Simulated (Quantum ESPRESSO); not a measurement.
Crystal: AlO.

```
Al O
1.0
     2.76919    0.00000    0.00000
     0.00000    2.76919    0.00000
     0.00000    0.00000    2.76919
Al O
1 1
Direct
  0.50000 0.50000 0.50000
  0.00000 0.00000 0.00000
```

The cell was built by a generator and needn't be a form met in nature.

* Program: Quantum ESPRESSO 7.5
* Task: phonons
* Functional: PBEsol
* Potentials or basis: GBRV 1.5 PBEsol
* Cutoff: 612 eV
* Density cutoff: 4898 eV
* k mesh: 10 × 10 × 10
* Occupations: cold, width 0.2 eV
* Spin: no spin polarisation
* Mixing beta: 0.5
* Most SCF iterations: 120
* SCF threshold: 4e-10 Ry

The cell and the atoms were relaxed first, to 10.29 Å³/atom (a = 2.740 Å, b = 2.740 Å, c = 2.740 Å, α = 90.00°, β = 90.00°, γ = 90.00°), and the response was taken there.

Where do the zone-centre optical modes lie?

T1u at 401i cm⁻¹ (IR). Imaginary frequencies mark an instability of this cell.

Optical modes at Γ, degenerate ones joined:
| cm⁻¹ | components | symmetry | active in |
| --- | --- | --- | --- |
| 401i | 3 | T1u | IR |

Caveat: the mesh is thin for the phonons of a metal; some modes are imaginary; an odd number of electrons without spin polarisation forces a metal; a magnetic or distorted state may lie lower.
